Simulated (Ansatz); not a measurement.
BP: course of a relaxation

Method: DFT PBEsol, scalar-relativistic, plane waves, PAW in Ansatz. Settings: 420 eV cutoff, 8×8×6 k-mesh, Gaussian smearing of 0.02 eV, no spin polarisation.

What was changed: biaxial strain in the a-b plane, c and atoms relaxed: -3.0 %.

Command:

```bash
ansatz run input.yaml --threads 1 --pin off --max-ram 2560MiB --backend cpu --events-out ev --progress --plain --runs-dir out
```

Input:

```yaml
crystal:
  lattice:
    - [2.1922977277, 2.1922977277, 0.0]
    - [-2.1922977277, 2.1922977277, 0.0]
    - [0.0, 0.0, 4.6015651274]
  atoms:
    - { symbol: B, position: [0.0, 0.0, 0.0] }
    - { symbol: B, position: [0.5, 0.5, 0.5] }
    - { symbol: P, position: [0.5, 0.0, 0.75] }
    - { symbol: P, position: [0.0, 0.5, 0.25] }
basis:
  ecutwfc: 420
kpoints:
  mp_grid: { grid: [8, 8, 6] }
hamiltonian:
  xc: pbesol
scf:
  occupations: { method: gaussian, width: 0.02 }
output:
  forces: true
  stress: true
  eigenvalues: true
relax:
  adjacent_minimum: "off"
  f_tol: 0.008
  max_steps: 40
  cell: { stress_tol: 0.015, fix: [a, b, gamma] }
```

F is the free energy. Steps run on the plane waves of an earlier cell, but the last one, and at times one on the way, on a freshly chosen basis, so a repeated geometry can differ a little in energy. The held parts of the cell keep their stress, so P needn't end at zero.

Steps:

```tsv
step	F − F(1) (eV)	largest force component (eV/Å)	V (Å³/atom)	P (GPa)
1	0.0000	0.000	11.058	7.87
2	-0.0010	0.000	11.023	8.51
3	-0.0011	0.000	11.014	8.68
4	-0.0009	0.000	11.014	8.68
```

Relaxed structure:

```yaml
crystal:
  lattice:
    - [2.19230, 2.19230, 0.00000]
    - [-2.19230, 2.19230, 0.00000]
    - [0.00000, 0.00000, 4.58313]
  atoms:
    - { symbol: B, position: [0.00000, 0.00000, 0.00000] }
    - { symbol: B, position: [0.50000, 0.50000, 0.50000] }
    - { symbol: P, position: [0.50000, 0.00000, 0.75000] }
    - { symbol: P, position: [0.00000, 0.50000, 0.25000] }
```

It takes space group I-4m2 (No. 119, tetragonal). Conventional cell: a = 3.100 Å, b = 3.100 Å, c = 4.583 Å, α = 90.00°, β = 90.00°, γ = 90.00°. B (site symmetry -4m2) has 4 P at 1.93 Å as nearest neighbours. P (site symmetry -4m2) has 4 B at 1.93 Å as nearest neighbours.

The run converged. Time: 12 s on 1 thread of Arm Neoverse V2 (shared host), peak memory 0.33 GiB.